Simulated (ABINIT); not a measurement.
# K (Im-3m) in ABINIT: equation of state

How stiff is K in PBE, and what volume does it want? The cell is scaled to several volumes.

Program: ABINIT 10.8.3 (patched build). These are calculated values, not measurements. Logs are shortened: lines on timing, memory, paths and dates and some standing lists are left out, and cuts for length are marked. The log counts tension as positive stress, the text compression.

**1. The structure**

The structure is cubic, space group Im-3m (No. 229). Conventional cell: a = 5.395 Å, b = 5.395 Å, c = 5.395 Å, α = 90.00°, β = 90.00°, γ = 90.00°.

**2. Equation of state, PBE**

Input file run.abi:

```
# Datasets: one volume each
ndtset 7
getwfk -1
scalecart1 3*0.9795861087
scalecart2 3*0.9864848297
scalecart3 3*0.9932883884
scalecart4 3*1.0000000000
scalecart5 3*1.0066227096
scalecart6 3*1.0131594038
scalecart7 3*1.0196128224

# Pseudopotentials
pp_dirpath "./"
pseudos "K.GGA_PBE-JTH.xml"

# Structure
acell 8.8293832596 8.8293832596 8.8293832596
rprim
    -0.5773502692     0.5773502692     0.5773502692
     0.5773502692    -0.5773502692     0.5773502692
     0.5773502692     0.5773502692    -0.5773502692
ntypat 1
znucl 19
natom 1
typat 1
xred
     0.0000000000     0.0000000000     0.0000000000

# Plane-wave basis
ecut 16.0
pawecutdg 32.0

# k points
kptopt 1
ngkpt 7 7 7
nshiftk 1
shiftk 0.0 0.0 0.0

# Exchange and correlation
ixc 11

# Bands and occupations
nband 9
occopt 3
tsmear 0.00183747

# SCF cycle
nstep 100
tolvrs 1.0e-9

# Output
iomode 3
prtwf 1
prtden 0
prteig 0
prtebands 0
enunit 1
```

Potentials or basis: JTH PAW PBE v2.0.

Run with:

```console
$ abinit run.abi > log 2>&1
```

run.abo:

```text
.Version 10.8.3 of ABINIT
 DATASET    1 : space group Im -3 m (#229); Bravais cI (body-center cubic)
================================================================================
 Values of the parameters that define the memory need for DATASET  1.
     intxc =       0    ionmov =       0      iscf =      17    lmnmax =      13
     lnmax =       5     mgfft =      32  mpssoang =       3    mqgrid =    3001
     natom =       1  nloc_mem =       2    nspden =       1   nspinor =       1
    nsppol =       1      nsym =      48    n1xccc =       1    ntypat =       1
    occopt =       3   xclevel =       2
       mpw =        1541          nfft =       32768          nkpt =          20
 PAW method is used; the additional fine FFT grid is defined by:
   mgfftf=        48    nfftf =    110592
================================================================================
================================================================================
[... 71 lines left out ...]
 DATASET    7 : space group Im -3 m (#229); Bravais cI (body-center cubic)
================================================================================
 Values of the parameters that define the memory need for DATASET  7.
     intxc =       0    ionmov =       0      iscf =      17    lmnmax =      13
     lnmax =       5     mgfft =      36  mpssoang =       3    mqgrid =    3001
     natom =       1  nloc_mem =       2    nspden =       1   nspinor =       1
    nsppol =       1      nsym =      48    n1xccc =       1    ntypat =       1
    occopt =       3   xclevel =       2
       mpw =        1737          nfft =       46656          nkpt =          20
 PAW method is used; the additional fine FFT grid is defined by:
   mgfftf=        48    nfftf =    110592
================================================================================
================================================================================

--------------------------------------------------------------------------------
------------- Echo of variables that govern the present computation ------------
--------------------------------------------------------------------------------
 -outvars: echo values of preprocessed input variables --------
            acell      8.8293832596E+00  8.8293832596E+00  8.8293832596E+00 Bohr
              amu      3.90983000E+01
             ecut      1.60000000E+01 Hartree
           enunit           1
           getwfk          -1
              ixc          11
           jdtset        1    2    3    4    5    6    7
         kptrlatt        7    0    0      0    7    0      0    0    7
          kptrlen1     6.05439883E+01
          kptrlen2     6.09703685E+01
          kptrlen3     6.13908671E+01
          kptrlen4     6.18056828E+01
          kptrlen5     6.22150039E+01
          kptrlen6     6.26190088E+01
          kptrlen7     6.30178667E+01
            natom           1
            nband           9
           ndtset           7
            ngfft1         32      32      32
            ngfft2         32      32      32
            ngfft3         32      32      32
            ngfft4         32      32      32
            ngfft5         32      32      32
            ngfft6         36      36      36
            ngfft7         36      36      36
          ngfftdg          48      48      48
             nkpt          20
            nstep         100
             nsym          48
           ntypat           1
           occopt           3
        pawecutdg      3.20000000E+01 Hartree
         pawxcdev           0
           prtden           0
        prtebands           0
           prteig           0
            rprim1    -5.6556430356E-01  5.6556430356E-01  5.6556430356E-01
                       5.6556430356E-01 -5.6556430356E-01  5.6556430356E-01
                       5.6556430356E-01  5.6556430356E-01 -5.6556430356E-01
            rprim2    -5.6954728199E-01  5.6954728199E-01  5.6954728199E-01
                       5.6954728199E-01 -5.6954728199E-01  5.6954728199E-01
                       5.6954728199E-01  5.6954728199E-01 -5.6954728199E-01
            rprim3    -5.7347531844E-01  5.7347531844E-01  5.7347531844E-01
                       5.7347531844E-01 -5.7347531844E-01  5.7347531844E-01
                       5.7347531844E-01  5.7347531844E-01 -5.7347531844E-01
            rprim4    -5.7735026920E-01  5.7735026920E-01  5.7735026920E-01
                       5.7735026920E-01 -5.7735026920E-01  5.7735026920E-01
                       5.7735026920E-01  5.7735026920E-01 -5.7735026920E-01
            rprim5    -5.8117389237E-01  5.8117389237E-01  5.8117389237E-01
                       5.8117389237E-01 -5.8117389237E-01  5.8117389237E-01
                       5.8117389237E-01  5.8117389237E-01 -5.8117389237E-01
            rprim6    -5.8494785453E-01  5.8494785453E-01  5.8494785453E-01
                       5.8494785453E-01 -5.8494785453E-01  5.8494785453E-01
                       5.8494785453E-01  5.8494785453E-01 -5.8494785453E-01
            rprim7    -5.8867373749E-01  5.8867373749E-01  5.8867373749E-01
                       5.8867373749E-01 -5.8867373749E-01  5.8867373749E-01
                       5.8867373749E-01  5.8867373749E-01 -5.8867373749E-01
          spgroup         229
           tolvrs      1.00000000E-09
           tsmear      1.83747000E-03 Hartree
            typat      1
           useylm           1
            znucl       19.00000

================================================================================

 chkinp: Checking input parameters for consistency, jdtset=   1.

 chkinp: Checking input parameters for consistency, jdtset=   2.
[... 40 lines left out ...]
 getcut: wavevector=  0.0000  0.0000  0.0000  ngfft=  48  48  48
         ecut(hartree)=     32.000   => boxcut(ratio)=   2.17936

--- Pseudopotential description ------------------------------------------------
- pspini: atom type   1  psp file is ./K.GGA_PBE-JTH.xml
 Pseudopotential format is: paw10
 basis_size (lnmax)=  5 (lmn_size= 13), orbitals=   0   0   1   1   2
 Spheres core radius: rc_sph= 2.10865939
 Shapefunction is SIN type: shapef(r)=[sin(pi*r/rshp)/(pi*r/rshp)]**2
 Radius for shape functions =  2.00653367
 Compensation charge density is not taken into account in XC energy/potential

   1.15077056E+02                                ecore*ucvol(ha*bohr**3)
--------------------------------------------------------------------------------

[... 856 lines left out ...]
 getcut: wavevector=  0.0000  0.0000  0.0000  ngfft=  36  36  36
         ecut(hartree)=     16.000   => boxcut(ratio)=   2.23496

 getcut : COMMENT -
  Note that boxcut > 2.2 ; recall that boxcut=Gcut(box)/Gcut(sphere) = 2
  is sufficient for exact treatment of convolution.
  Such a large boxcut is a waste : you could raise ecut
  e.g. ecut=   19.980137 Hartrees makes boxcut=2

 Fine grid specifications (used for densities):

 getcut: wavevector=  0.0000  0.0000  0.0000  ngfft=  48  48  48
         ecut(hartree)=     32.000   => boxcut(ratio)=   2.10714
--------------------------------------------------------------------------------
[... 165 lines left out ...]
 getcut: wavevector=  0.0000  0.0000  0.0000  ngfft=  36  36  36
         ecut(hartree)=     16.000   => boxcut(ratio)=   2.22081

 getcut : COMMENT -
  Note that boxcut > 2.2 ; recall that boxcut=Gcut(box)/Gcut(sphere) = 2
  is sufficient for exact treatment of convolution.
  Such a large boxcut is a waste : you could raise ecut
  e.g. ecut=   19.728018 Hartrees makes boxcut=2

 Fine grid specifications (used for densities):

 getcut: wavevector=  0.0000  0.0000  0.0000  ngfft=  48  48  48
         ecut(hartree)=     32.000   => boxcut(ratio)=   2.09380
--------------------------------------------------------------------------------
[... 134 lines left out ...]
-Cartesian components of stress tensor (GPa)         [Pressure= -3.8098E-01 GPa]
- sigma(1 1)=  3.80979826E-01  sigma(3 2)=  0.00000000E+00
- sigma(2 2)=  3.80979826E-01  sigma(3 1)=  0.00000000E+00
- sigma(3 3)=  3.80979826E-01  sigma(2 1)=  0.00000000E+00

== END DATASET(S) ==============================================================
================================================================================

 -outvars: echo values of variables after computation  --------
            acell      8.8293832596E+00  8.8293832596E+00  8.8293832596E+00 Bohr
           etotal1    -2.8519667358E+01
           etotal2    -2.8519652644E+01
           etotal3    -2.8519612987E+01
           etotal4    -2.8519551333E+01
           etotal5    -2.8519469506E+01
           etotal6    -2.8519369057E+01
           etotal7    -2.8519252582E+01
            fcart1    -0.0000000000E+00 -0.0000000000E+00 -0.0000000000E+00
            fcart2    -0.0000000000E+00 -0.0000000000E+00 -0.0000000000E+00
            fcart3    -0.0000000000E+00 -0.0000000000E+00 -0.0000000000E+00
            fcart4    -0.0000000000E+00 -0.0000000000E+00 -0.0000000000E+00
            fcart5    -0.0000000000E+00 -0.0000000000E+00 -0.0000000000E+00
            fcart6    -0.0000000000E+00 -0.0000000000E+00 -0.0000000000E+00
            fcart7    -0.0000000000E+00 -0.0000000000E+00 -0.0000000000E+00
            rprim1    -5.6556430356E-01  5.6556430356E-01  5.6556430356E-01
                       5.6556430356E-01 -5.6556430356E-01  5.6556430356E-01
                       5.6556430356E-01  5.6556430356E-01 -5.6556430356E-01
[... 17 lines left out ...]
                       5.8867373749E-01  5.8867373749E-01 -5.8867373749E-01
           strten1     1.5580418631E-06  1.5580418631E-06  1.5580418631E-06
                       0.0000000000E+00  0.0000000000E+00  0.0000000000E+00
           strten2     3.9770685460E-06  3.9770685460E-06  3.9770685460E-06
                       0.0000000000E+00  0.0000000000E+00  0.0000000000E+00
           strten3     6.1201592357E-06  6.1201592357E-06  6.1201592357E-06
                       0.0000000000E+00  0.0000000000E+00  0.0000000000E+00
           strten4     8.0761386548E-06  8.0761386548E-06  8.0761386548E-06
                       0.0000000000E+00  0.0000000000E+00  0.0000000000E+00
           strten5     9.8895354321E-06  9.8895354321E-06  9.8895354321E-06
                       0.0000000000E+00  0.0000000000E+00  0.0000000000E+00
           strten6     1.1503016068E-05  1.1503016068E-05  1.1503016068E-05
                       0.0000000000E+00  0.0000000000E+00  0.0000000000E+00
           strten7     1.2949241085E-05  1.2949241085E-05  1.2949241085E-05
                       0.0000000000E+00  0.0000000000E+00  0.0000000000E+00
 Calculation completed.
```

It took 59 s on 1 thread of Arm Neoverse V1, shared host; peak memory 0.14 GiB.

Results:

```yaml
Equilibrium_volume: "73.72 Å³/atom (rough: see the caveat)"
Bulk_modulus: 3.6 GPa (rough)
```

Energy against volume, from the lowest point:
```tsv
volume (Å³/atom)	energy (meV/atom)
73.807	0.00
75.378	0.40
76.948	1.48
78.519	3.16
80.089	5.38
81.659	8.12
83.230	11.29
```

Caveat: pressures at fixed basis lie under the slope of the energies; the minimum lies outside the volumes run.
